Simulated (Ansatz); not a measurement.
# Localised basis functions on Al-Cu cluster of 39 atoms, built as a decahedron and then minimised (random alloy)

Wanted: errors and times of a linear-scaling basis for Al-Cu cluster of 39 atoms, built as a decahedron and then minimised (random alloy). A setting counts as converged where the r.m.s. difference of forces stays under 1 % of the r.m.s. force.

Main program and level: Ansatz 0.2.0; Kohn-Sham DFT, PBE, PAW (set soft_2), plane waves.

## 1. Set-up

The cell holds 39 atoms: 15 Cu and 24 Al. Cell: a = 21.435 Å, b = 20.973 Å, c = 20.591 Å, α = 90.0°, β = 90.0°, γ = 90.0°. It derives from Al and Cu. Decahedron of 39 atoms at a = 4.05 Å, 12 Å of vacuum, 15 atoms Cu at random; then minimised and run for 3 ps at 300 K (NVT) with a classical potential, last frame taken. Vacuum lies along a, b and c.

Limits known from the start: The host structure and its lattice constant were typed by rule, without a check against the phase diagram. Beside vacuum, support functions can miss their usual error bounds without a warning. The main run has no spin polarisation, so any moments at edges, vacancies or dangling bonds can't form in it. The electron count is odd and the run has no spin polarisation, so levels at the top are partly filled by construction.

## 2. Plane-wave single point

The first run fixes the reference, at a cutoff of 420 eV.

The input, input.yaml:

```yaml
crystal:
  lattice:
    - [21.43489, 0.0, 0.0]
    - [0.0, 20.97312, 0.0]
    - [0.0, 0.0, 20.59135]
  atoms:
    - { symbol: Cu, position: [0.50726, 0.44379, 0.31657] }
    - { symbol: Cu, position: [0.51396, 0.47426, 0.44158] }
    - { symbol: Al, position: [0.50005, 0.50014, 0.56702] }
    - { symbol: Cu, position: [0.49678, 0.52841, 0.6891] }
    - { symbol: Al, position: [0.60103, 0.50279, 0.36809] }
    - { symbol: Cu, position: [0.58643, 0.55241, 0.49293] }
    - { symbol: Cu, position: [0.58136, 0.57771, 0.61477] }
    - { symbol: Cu, position: [0.4696, 0.55149, 0.35966] }
    - { symbol: Al, position: [0.47646, 0.58786, 0.47849] }
    - { symbol: Cu, position: [0.47003, 0.61323, 0.59599] }
    - { symbol: Cu, position: [0.39688, 0.45984, 0.35612] }
    - { symbol: Cu, position: [0.4007, 0.4855, 0.47526] }
    - { symbol: Al, position: [0.39254, 0.47637, 0.61868] }
    - { symbol: Al, position: [0.44471, 0.3623, 0.40495] }
    - { symbol: Al, position: [0.45641, 0.39441, 0.5279] }
    - { symbol: Al, position: [0.4906, 0.41358, 0.66141] }
    - { symbol: Al, position: [0.57424, 0.37542, 0.40139] }
    - { symbol: Al, position: [0.58809, 0.41594, 0.52999] }
    - { symbol: Al, position: [0.59799, 0.46374, 0.64611] }
    - { symbol: Al, position: [0.68733, 0.57282, 0.42654] }
    - { symbol: Al, position: [0.66803, 0.63796, 0.52921] }
    - { symbol: Al, position: [0.55816, 0.62504, 0.39049] }
    - { symbol: Al, position: [0.54735, 0.67446, 0.52881] }
    - { symbol: Cu, position: [0.43987, 0.67142, 0.38728] }
    - { symbol: Al, position: [0.3951, 0.68964, 0.50916] }
    - { symbol: Al, position: [0.3632, 0.57635, 0.41372] }
    - { symbol: Cu, position: [0.36573, 0.5786, 0.53712] }
    - { symbol: Al, position: [0.28251, 0.48101, 0.41985] }
    - { symbol: Al, position: [0.29758, 0.45741, 0.54437] }
    - { symbol: Cu, position: [0.34289, 0.37746, 0.4556] }
    - { symbol: Al, position: [0.35725, 0.35172, 0.58784] }
    - { symbol: Cu, position: [0.41637, 0.27743, 0.49904] }
    - { symbol: Al, position: [0.46526, 0.29083, 0.61338] }
    - { symbol: Cu, position: [0.53398, 0.29678, 0.492] }
    - { symbol: Al, position: [0.58337, 0.33138, 0.61408] }
    - { symbol: Al, position: [0.65937, 0.32231, 0.5009] }
    - { symbol: Al, position: [0.69877, 0.39419, 0.59522] }
    - { symbol: Al, position: [0.679, 0.44579, 0.44671] }
    - { symbol: Cu, position: [0.6732, 0.51239, 0.55185] }
kpoints:
  mp_grid: { grid: [1, 1, 1] }
hamiltonian:
  xc: pbe
scf:
  occupations: { method: cold, width: 0.15 }
output:
  forces: true
  populations: true
  dos:
    method: { smearing: { sigma: 0.15 } }
    de: 0.1
    projected: { site_lists: { Al: [Al], Cu: [Cu] } }
  eigenvalues: true
  write_density: true
  write_potential: true
  volumetric_format: npy
```

Started as:

```
> ansatz run input.yaml --threads 4 --pin off --max-ram 15872MiB --backend cpu --events-out ev --progress --plain --runs-dir out
```

The program printed:

```text
Engine: ansatz 0.2.0, aarch64-unknown-linux-gnu
Pseudopotentials: kind: paw
Pseudopotential: Cu, paw, valence charge 19, recommended cutoff 420 eV (normal), Cu.paw.azcp
Pseudopotential: Al, paw, valence charge 3, recommended cutoff 420 eV (normal), Al.paw.azcp
Functional definition: PBE
  parameter kappa = 0.804
  parameter beta = 0.066725
  exchange = pbe_x(kappa = kappa, mu = beta*pi^2/3)
  correlation = pbe_c(beta = beta)
Crystal: 39 atoms, lattice volume = 9256.976 Å³
Basis set: ecut = 420 eV, 180977 PW (Γ), exchange–correlation on 288×288×288 points (8 copies of the dense FFT grid, shifted against one another)
Bands: 218, of which v1, the nominal top of the filled ones, is band 179 counted from 1 (178 counted from 0)
Symmetry: 1 space group operations
Space group: P1 (ITA 1), of the structure as read, at distance tolerance 2.1e-4 Å
k-points: 1
Non-local potential: Cu, projectors of the file, l = 0: 3, l = 1: 2, l = 2: 3, l = 3: 1
Non-local potential: Al, projectors of the file, l = 0: 2, l = 1: 2, l = 2: 1
PAW form: soft (Blöchl's): semilocal exchange-correlation on the pseudo side does not see the compensation charge
PAW one-centre angular grid: Cu, 590 points (default); XC on 64 Gauss nodes
PAW one-centre angular grid: Al, 110 points (default); XC on 64 Gauss nodes
Initial density: superposition of atomic densities (neutral atoms: chi_scale 0, normalization atom), corrected by the library's trained network
Initial wavefunctions: pseudopotential atomic-orbital guess
Functional: x = pbe(κ = 0.804, μ = 0.219515), c = pbe(β = 0.066725)
SCF iter   1: F=—  HF=-112252.370546 eV  |F-HF|=—  |Δ(HF+E_count)|=         —  Δρ=2.10e-3  dr2=1.52e0  ethr=1.77e-3  ⟨swp⟩=12.0  Hψ=1246  notcnv=0
preconditioner: auto → LDOS  [insulator: Δε(μ)=0.180 eV  Ē_g=5.237 eV  σ=0.150 eV  W_gap=0.77  n_scr=622 (ndim 8)  ℏωp=5.9 eV  f_vac=0.863  D(μ)=14.05/eV (n_scr^D=26)  ε∞_Penn≈2.3  β→1.0]
SCF iter   2: F=—  HF=-112252.279554 eV  |F-HF|=—  |Δ(HF+E_count)|=   9.10e-2  S|Δr|=    0.00e0  Δρ=3.01e-3  dr2=9.37e-1  ethr=4.26e-4  ⟨swp⟩=2.0  Hψ=375  notcnv=0  defer=30
SCF iter   3: F=—  HF=-112252.237523 eV  |F-HF|=—  |Δ(HF+E_count)|=   4.20e-2  S|Δr|=    0.00e0  Δρ=2.22e-3  dr2=3.09e-1  ethr=2.62e-4  ⟨swp⟩=2.0  Hψ=375  notcnv=0  defer=30
SCF iter   4: F=—  HF=-112252.189564 eV  |F-HF|=—  |Δ(HF+E_count)|=   4.80e-2  S|Δr|=    0.00e0  Δρ=3.22e-4  dr2=2.04e-2  ethr=8.67e-5  ⟨swp⟩=2.0  Hψ=407  notcnv=0  defer=4
SCF iter   5: F=—  HF=-112252.189532 eV  |F-HF|=—  |Δ(HF+E_count)|=   3.21e-5  S|Δr|=    0.00e0  Δρ=2.38e-4  dr2=4.77e-3  ethr=5.71e-6  ⟨swp⟩=2.0  Hψ=294  notcnv=0  defer=4
SCF iter   6: F=—  HF=-112252.190011 eV  |F-HF|=—  |Δ(HF+E_count)|=   4.80e-4  S|Δr|=    0.00e0  Δρ=1.08e-4  dr2=1.16e-3  ethr=1.33e-6  ⟨swp⟩=2.0  Hψ=347  notcnv=0  defer=4
SCF iter   7: F=—  HF=-112252.190411 eV  |F-HF|=—  |Δ(HF+E_count)|=   3.99e-4  S|Δr|=    0.00e0  Δρ=4.01e-5  dr2=2.17e-4  ethr=3.24e-7  ⟨swp⟩=2.0  Hψ=282  notcnv=0  defer=4
SCF iter   8: F=—  HF=-112252.190616 eV  |F-HF|=—  |Δ(HF+E_count)|=   2.05e-4  S|Δr|=    0.00e0  Δρ=3.13e-5  dr2=7.97e-5  ethr=6.09e-8  ⟨swp⟩=2.0  Hψ=304  notcnv=0  defer=4
SCF iter   9: F=—  HF=-112252.191492 eV  |F-HF|=—  |Δ(HF+E_count)|=   8.77e-4  S|Δr|=    0.00e0  Δρ=9.79e-6  dr2=1.22e-5  ethr=2.23e-8  ⟨swp⟩=2.0  Hψ=307  notcnv=0  defer=4
SCF iter  10: F=—  HF=-112252.191523 eV  |F-HF|=—  |Δ(HF+E_count)|=   3.08e-5  S|Δr|=    0.00e0  Δρ=5.32e-6  dr2=3.45e-6  ethr=3.41e-9  ⟨swp⟩=2.0  Hψ=280  notcnv=0  defer=4
SCF iter  11: F=—  HF=-112252.191533 eV  |F-HF|=—  |Δ(HF+E_count)|=   1.00e-5  S|Δr|=    0.00e0  Δρ=4.20e-6  dr2=1.58e-6  ethr=9.65e-10  ⟨swp⟩=2.0  Hψ=298  notcnv=0  defer=4
SCF iter  12: F=—  HF=-112252.191534 eV  |F-HF|=—  |Δ(HF+E_count)|=   1.33e-6  S|Δr|=    0.00e0  Δρ=1.07e-6  dr2=2.12e-7  ethr=4.43e-10  ⟨swp⟩=2.0  Hψ=287  notcnv=0  defer=4
SCF iter  13: F=—  HF=-112252.191536 eV  |F-HF|=—  |Δ(HF+E_count)|=   1.46e-6  S|Δr|=    0.00e0  Δρ=1.02e-6  dr2=1.14e-7  ethr=2.80e-11  ⟨swp⟩=33.0  Hψ=1904  notcnv=0
SCF iter  14: F=-112252.191537 eV  HF=-112252.191536 eV  |F-HF|=2.37e-7  |Δ(HF+E_count)|=   3.12e-7  S|Δr|=    0.00e0  Δρ=5.99e-7  dr2=3.58e-8  ethr=2.80e-11  ⟨swp⟩=11.0  Hψ=1461  notcnv=0
SCF 1 converged in 14 iterations: F = -112252.191537 eV  dr2 = 3.58e-8
  greatest PAW one-centre occupation: 1.000 electrons in one spin orbital (limit 2), on the Cu atom at site 23 (counted from 0), in its partial waves of l = 0
WARN: The output density's exchange-correlation potential varies sharply where the density is thin. Do not read a vacuum level from v_tot or v_xc, or from such a field of the output density. On a cell that repeats whose density bears no net charge and no dipole along the vacuum's axis use v_es (v_loc + v_h of the components); [...]
SCF converged after 14 iterations
Stability not checked: this state was not tested for a lower state beside it, because cold or Methfessel-Paxton smearing, or corrected tetrahedra, fill the levels in a way that the test cannot read (fill_not_monotonic; see scf.lower_state_search)
Free energy (F): -112252.191537 eV
Harris-Foulkes:  -112252.191536 eV  (|F-HF|=2.37e-7)
Internal energy: -112252.205816 eV  (E = F + TS)
E sigma→0 (E₀):  -112252.196296 eV
Entropy (-TS):   0.014280 eV (0.366 meV/atom)
Fermi energy:    -3.361149 eV
--- Per-component energies (eV) ---
  E_band       = -11626.541020
  E_kinetic    = 4987.195836
  E_local      = -315909.979676  (includes V_loc(G=0)·N_el)
  E_nonlocal   = 6144.289258
  E_hartree    = 151222.543951
  E_xc         = -2243.470321
  E_vxc        = -2354.597181  (∫ρ·V_xc dr)
  E_paw        = -36197.935577  (= ΣΔE_a)
  E_vpaw       = -6938.512113  (= ΣTr[D̂ρ^β])
  E_aug_tail   = 0.004150  (compensation charges beyond the density's cutoff)
  E_ewald      = 79745.146563
  E_smearing   = 0.014280  (= −TS)
  E_closure    = -0.000000  (closes the sum)
  Σ components = -112252.191537   (vs F -112252.191537, Δ=0.00e0)
--- Forces (eV/Å), atoms counted from 1 ---
  atom   1  Cu    -0.12521246    -0.10214695     0.91157527
  atom   2  Cu    -0.44555017    -0.58605454     0.69947349
  atom   3  Al     0.51563439     1.08487335    -0.39924372
  atom   4  Cu     0.08850449    -0.09628083    -0.97899691
  atom   5  Al    -0.68504524     0.21014722    -0.44671244
  atom   6  Cu    -0.54708529    -0.39220864    -0.27467654
  atom   7  Cu     0.09183474     0.04816362    -0.40473347
  atom   8  Cu     0.12379899     0.08517522     0.17252984
  atom   9  Al    -0.88298490    -0.58516838    -0.23608651
  atom  10  Cu    -0.35182098    -0.14460281    -0.04842199
  atom  11  Cu    -0.19970244     0.09072738     0.37725810
  atom  12  Cu     0.35243779    -0.50580063     0.44417874
  atom  13  Al    -0.02971652     0.66043119     0.18888312
  atom  14  Al     0.11890434    -0.20595517    -0.46641831
[...]
atom  38  Al     0.19741651    -0.23223261     0.40368449
  atom  39  Cu    -0.08194177    -0.27713715     0.55628556
  max |Σ_I F_I| component: 3.75e-5 eV/Å
--- Band table (eV) ---
  k-point 0: bands = ["-116.6305", "-116.4392", "-116.3362", "-115.9926", [... 202 levels ...], "-0.5136", "-0.4745", "-0.4025", "-0.2602", "-0.2161", "-0.0496", "0.0481", "0.1909", "0.1986", "0.2536", "0.3471", "0.4312"]
--- Löwdin populations: 39 sites ---
  site symbol       q [e]
     0     Cu     18.6017
     1     Cu     18.4264
     2     Al      3.4301
[...]
38     Cu     18.4805
  spilling = 0.008418 (of n_electrons = 357.000000)
```

Elapsed: 79 s, on 4 threads of Arm Neoverse V2, shared host; peak memory 6.6 GiB; 5.2 min of CPU time.

The program notes that the exchange-correlation potential is rough where the density is thin.

Read from the output:

- free energy: -112252.1915 eV
- free energy per atom: -2878.2613 eV/atom
- SCF cycles: 14
- r.m.s. force component: 0.4723 eV/Å
- longest force: 2.055 eV/Å
- Fermi energy: -3.361 eV
- levels partly filled by over 2 per cent: 4
- spilling of the projection: 0.008418

The r.m.s. force component of 0.47 eV/Å sets the scale for the differences below.

## 3. Support functions medium

With localised support functions most steps grow linearly with size, though the diagonalisation grows faster unless the density matrix is cut; this run measures error and cost at this size.

This step: Kohn-Sham DFT, PBE, PAW (set soft_2), localised support functions (medium) (Ansatz 0.2.0).

input.yaml, the sections that differ from step 2:

```yaml
scf:
  occupations: { method: cold, width: 0.15 }
  eigensolver: { kind: { support_functions: { accuracy: medium } } }
  mixing: { beta: 0.2 }
  max_iter: 150
output:
  forces: true
# crystal, kpoints, hamiltonian: as in step 2
```

The program printed:

```text
Warning: scf.eigensolver.kind.support_functions: disabling space-group detection — the functions' gradient is summed over unrotated k-points, so no spatial operation reduces the k-mesh or symmetrises the density; time reversal is kept, so that k and −k are solved as one point where they differ and the mesh holds both, and exact exchange and, on two spinor components, a DFT+U term hold to it where the run has them: [...]
settings of this run that can trade accuracy for cost: scf.eigensolver.kind.support_functions [...]
[...]
Crystal: 39 atoms, lattice volume = 9256.976 Å³
Basis set: ecut = 420 eV, 180977 PW (Γ), exchange–correlation on 288×288×288 points (8 copies of the dense FFT grid, shifted against one another)
Bands: 215, of which v1, the nominal top of the filled ones, is band 179 counted from 1 (178 counted from 0)
Symmetry: 1 space group operations
k-points: 1
[...]
SCF iter   1: F=—  HF=-112264.050231 eV  |F-HF|=—  |Δ(HF+E_count)|=         —  Δρ=4.69e-2  dr2=2.12e2  ethr=1.00e-1
[...]
SCF iter  28: F=—  HF=-112252.255005 eV  |F-HF|=—  |Δ(HF+E_count)|=   5.54e-5  S|Δr|=    0.00e0  Δρ=3.28e-7  dr2=2.96e-8  ethr=1.71e-11  κ⁻¹=1.4e-4(r=7)
SCF iter  29: F=-112252.255059 eV  HF=-112252.255051 eV  |F-HF|=8.06e-6  |Δ(HF+E_count)|=   4.62e-5  S|Δr|=    0.00e0  Δρ=1.97e-7  dr2=1.49e-8  ethr=8.30e-12
SCF 1 converged in 29 iterations: F = -112252.256600 eV  dr2 = 1.49e-8
[...]
SCF converged after 29 iterations
[...]
Free energy (F): -112252.256600 eV
[...]
Internal energy: -112252.270952 eV  (E = F + TS)
E sigma→0 (E₀):  -112252.261384 eV
Entropy (-TS):   0.014353 eV (0.368 meV/atom)
Fermi energy:    -3.361137 eV
[...]
Σ components = -112252.256600   (vs F -112252.256600, Δ=0.00e0)
--- Forces (eV/Å), atoms counted from 1 ---
  atom   1  Cu    -0.12647786    -0.10099926     0.91290184
  atom   2  Cu    -0.44664272    -0.58436173     0.69862859
  atom   3  Al     0.51550359     1.08507522    -0.39901551
  atom   4  Cu     0.08898822    -0.09625842    -0.97998037
[...]
atom  39  Cu    -0.08263856    -0.27674128     0.55549745
  max |Σ_I F_I| component: 1.06e-3 eV/Å
--- Band table (eV) ---
[...]
guard bands above this table: 28 of the run's 215 bands (output.publish_guard_bands: true publishes all)
[...]
```

Elapsed: 5.1 min, on 4 threads; peak memory 7.5 GiB; 20 min of CPU time.

The program notes that the band table was not solved further than the SCF left it and it switched symmetry off. Further notices: vacuum switching off with vacuum.

Keys that differ from the reference: support_functions.accuracy = "medium", scf.max_iter = 150 and scf.mixing.beta = 0.2.

Forces differ from the reference by 0.68 meV/Å r.m.s., 0.14 % of their size, well within a tolerance of 1 %; the energy by -1.7 meV/atom. It took roughly 3.8 times the reference's time (one timing each, with unlike analyses asked), in 29 cycles against 14.

## 4. Support functions low

With localised support functions most steps grow linearly with size, though the diagonalisation grows faster unless the density matrix is cut; this run measures error and cost at this size.

This step: Kohn-Sham DFT, PBE, PAW (set soft_2), localised support functions (low) (Ansatz 0.2.0).

input.yaml, the sections that differ from step 3:

```yaml
scf:
  occupations: { method: cold, width: 0.15 }
  eigensolver: { kind: { support_functions: { accuracy: low } } }
  mixing: { beta: 0.2 }
  max_iter: 150
# crystal, kpoints, hamiltonian, output: as in step 3
```

The program printed:

```text
[...]
Crystal: 39 atoms, lattice volume = 9256.976 Å³
Basis set: ecut = 420 eV, 180977 PW (Γ), exchange–correlation on 288×288×288 points (8 copies of the dense FFT grid, shifted against one another)
Bands: 215, of which v1, the nominal top of the filled ones, is band 179 counted from 1 (178 counted from 0)
Symmetry: 1 space group operations
k-points: 1
[...]
SCF iter   1: F=—  HF=-112264.116413 eV  |F-HF|=—  |Δ(HF+E_count)|=         —  Δρ=4.69e-2  dr2=2.12e2  ethr=1.00e-1
[...]
SCF iter  19: F=—  HF=-112252.253153 eV  |F-HF|=—  |Δ(HF+E_count)|=   2.60e-4  S|Δr|=    0.00e0  Δρ=5.44e-6  dr2=1.45e-5  ethr=7.09e-9  κ⁻¹=5.9e-5(r=7)
SCF iter  20: F=-112252.254211 eV  HF=-112252.253636 eV  |F-HF|=5.75e-4  |Δ(HF+E_count)|=   4.83e-4  S|Δr|=    0.00e0  Δρ=4.45e-6  dr2=6.29e-6  ethr=4.05e-9
SCF 1 converged in 20 iterations: F = -112252.256585 eV  dr2 = 6.29e-6
[...]
SCF converged after 20 iterations
[...]
Free energy (F): -112252.256585 eV
[...]
Internal energy: -112252.270955 eV  (E = F + TS)
E sigma→0 (E₀):  -112252.261375 eV
Entropy (-TS):   0.014370 eV (0.368 meV/atom)
Fermi energy:    -3.361405 eV
[...]
Σ components = -112252.256585   (vs F -112252.256585, Δ=0.00e0)
--- Forces (eV/Å), atoms counted from 1 ---
  atom   1  Cu    -0.12648355    -0.10101534     0.91290685
  atom   2  Cu    -0.44661497    -0.58450052     0.69848811
  atom   3  Al     0.51547311     1.08513769    -0.39913309
  atom   4  Cu     0.08905901    -0.09633796    -0.98009208
[...]
atom  39  Cu    -0.08266562    -0.27667911     0.55534570
  max |Σ_I F_I| component: 9.54e-4 eV/Å
--- Band table (eV) ---
[...]
```

Run time: 3.4 min. Hardware: 4 threads; peak memory 7.1 GiB.

Keys that differ from the reference: support_functions.accuracy = "low", scf.max_iter = 150 and scf.mixing.beta = 0.2.

Forces differ from the reference by 0.68 meV/Å r.m.s., 0.14 % of their size, well within a tolerance of 1 %; the energy by -1.7 meV/atom. It took roughly 2.6 times the reference's time (one timing each, with unlike analyses asked), in 20 cycles against 14.

## 5. Support functions high

With localised support functions most steps grow linearly with size, though the diagonalisation grows faster unless the density matrix is cut; this run measures error and cost at this size.

This step: Kohn-Sham DFT, PBE, PAW (set soft_2), localised support functions (high) (Ansatz 0.2.0).

input.yaml, the sections that differ from step 4:

```yaml
scf:
  occupations: { method: cold, width: 0.15 }
  eigensolver: { kind: { support_functions: { accuracy: high } } }
  mixing: { beta: 0.2 }
  max_iter: 150
# crystal, kpoints, hamiltonian, output: as in step 4
```

The program printed:

```text
[...]
Crystal: 39 atoms, lattice volume = 9256.976 Å³
Basis set: ecut = 420 eV, 180977 PW (Γ), exchange–correlation on 300×300×288 points (8 copies of the dense FFT grid, shifted against one another)
Bands: 215, of which v1, the nominal top of the filled ones, is band 179 counted from 1 (178 counted from 0)
Symmetry: 1 space group operations
k-points: 1
[...]
SCF iter   1: F=—  HF=-112265.646690 eV  |F-HF|=—  |Δ(HF+E_count)|=         —  Δρ=4.73e-2  dr2=2.16e2  ethr=1.00e-1
[...]
SCF iter  27: F=—  HF=-112252.253077 eV  |F-HF|=—  |Δ(HF+E_count)|=   2.71e-5  S|Δr|=    0.00e0  Δρ=3.84e-7  dr2=3.76e-8  ethr=2.75e-11  κ⁻¹=8.9e-5(r=7)
SCF iter  28: F=-112252.253105 eV  HF=-112252.253095 eV  |F-HF|=9.90e-6  |Δ(HF+E_count)|=   1.84e-5  S|Δr|=    0.00e0  Δρ=2.42e-7  dr2=2.21e-8  ethr=1.05e-11
SCF 1 converged in 28 iterations: F = -112252.253621 eV  dr2 = 2.21e-8
[...]
SCF converged after 28 iterations
[...]
Free energy (F): -112252.253621 eV
[...]
Internal energy: -112252.267952 eV  (E = F + TS)
E sigma→0 (E₀):  -112252.258398 eV
Entropy (-TS):   0.014331 eV (0.367 meV/atom)
Fermi energy:    -3.361203 eV
[...]
Σ components = -112252.253621   (vs F -112252.253621, Δ=0.00e0)
--- Forces (eV/Å), atoms counted from 1 ---
  atom   1  Cu    -0.12647851    -0.10110664     0.91257445
  atom   2  Cu    -0.44629614    -0.58436374     0.69858636
  atom   3  Al     0.51547176     1.08491318    -0.39909150
  atom   4  Cu     0.08883953    -0.09630814    -0.97972072
[...]
atom  39  Cu    -0.08260854    -0.27673098     0.55547523
  max |Σ_I F_I| component: 1.26e-4 eV/Å
--- Band table (eV) ---
[...]
```

Run time: 11 min. Hardware: 4 threads; peak memory 12 GiB; 43 min of CPU time.

Keys that differ from the reference: support_functions.accuracy = "high", scf.max_iter = 150 and scf.mixing.beta = 0.2.

Forces differ from the reference by 0.62 meV/Å r.m.s., 0.13 % of their size, well within a tolerance of 1 %; the energy by -1.6 meV/atom. It took roughly 8.1 times the reference's time (one timing each, with unlike analyses asked), in 28 cycles against 14.

(Part 1 of 3 ends here.)

[Long decimals in the printed logs are rounded to 6 places.]

[Logs are printed without paths, hosts, clocks, repeated set-up lines and the standing remarks that a program may print on its own settings, such as how far it seeks lower states.]

[Hosts, paths, dates, database ids (printed as entryN), source tags and the programs' standing remarks are cut or masked in the printed files.]
